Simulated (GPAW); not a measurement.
# CuO in GPAW: convergence with k mesh

The system is CuO.

```
Cu O
1.0
     2.55255    0.00000    0.00000
     0.00000    2.55255    0.00000
     0.00000    0.00000    2.55255
Cu O
1 1
Cartesian
  0.0000 0.0000 0.0000
  1.2763 1.2763 1.2763
```

Measurements of this composition are mostly on another form, of space group No. 15.

```yaml
Program: GPAW 26.7.0
Task: convergence study
Functional: r2SCAN
Potentials_or_basis: GPAW PAW data sets (gpaw-data 1.2.1)
Cutoff: 800 eV
Basis: pw
k_mesh: 2 × 2 × 2
Occupations: fermi-dirac, width 0.05 eV
Spin: no spin polarisation
```

These are the settings of the first run; the series varies k mesh, with any setting tied to it.

Hardware: 1 thread of Intel(R) Xeon(R) Platinum 8259CL CPU @ 2.50GHz (Skylake/Cascade Lake) (shared host).

| k mesh | energy less the tightest run, at zero smearing (meV/atom) | pressure (GPa) | SCF cycles | CPU time (s) | peak memory (GiB) |
| --- | --- | --- | --- | --- | --- |
| 2 × 2 × 2 | 579.51 | 24.70 | 14 | 15 | 0.22 |
| 3 × 3 × 3 | 131.09 | 16.75 | 11 | 16 | 0.22 |
| 4 × 4 × 4 | -10.18 | 13.57 | 11 | 24 | 0.22 |
| 5 × 5 × 5 | 8.90 | 14.52 | 13 | 33 | 0.23 |
| 7 × 7 × 7 | -7.82 | 13.91 | 12 | 52 | 0.23 |
| 8 × 8 × 8 | -1.52 | 14.16 | 12 | 78 | 0.23 |
| 9 × 9 × 9 | 2.14 | 14.34 | 12 | 86 | 0.23 |
| 11 × 11 × 11 | 0.63 | 14.23 | 12 | 140 | 0.24 |
| 14 × 14 × 14 | 0.00 | 14.20 | 12 | 240 | 0.27 |

Against the tightest run, the energy stays within 1 meV/atom from 11 × 11 × 11 on; the pressure stays within 0.1 GPa from 11 × 11 × 11 on. Meshes of other sizes hit other points, so gaps and Fermi surfaces needn't settle smoothly. The tightest run that finished is the yardstick and may itself not be fully converged.

Caveat, for the tightest run too: with this Cu data set, volumes or pressures lay over 1.5 % or 2 GPa off other programs in two to four cells of ten; the PAW data sets were made with another functional, which shifts forces and pressure a little; an odd number of electrons without spin polarisation forces a metal; a magnetic or distorted state may lie lower; the run has no spin polarisation, though such a crystal can be magnetic; semilocal functionals often make such compounds metallic where correlation or magnetic order opens a gap, which also shifts bond lengths.
